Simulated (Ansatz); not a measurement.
Input of an Ansatz 0.2.0 run:

input

```
crystal:
  lattice:
    - [3.839196, 0.0, 0.0]
    - [0.0, 3.839196, 0.0]
    - [0.0, 0.0, 3.839196]
  atoms:
    - { symbol: K, position: [0.0, 0.0, 0.0] }
    - { symbol: Cl, position: [0.5, 0.5, 0.5] }
hamiltonian:
  xc: { exchange: pbe, correlation: pbe, exx: { coeff: 0.2, omega: 0.2 } }
  pseudopotentials: { kind: paw }
kpoints:
  mp_grid: { grid: [4, 4, 4] }
scf:
  occupations: { method: fermi_dirac, width: 0.05 }
output:
  forces: true
  stress: true
  eigenvalues: true
```

Problem. Predict the pressure.

Solution. -0.4 GPa.

Problem. What does it give for the band gap on the k mesh?

Solution. 5.87 eV, indirect (least direct gap 6.08 eV).

Caveat: the PAW data sets come from PBE, with cores solved anew for the run's functional, which leaves a small shift of forces and pressure; the thresholds are loose for stress. A k mesh can miss the band edges.
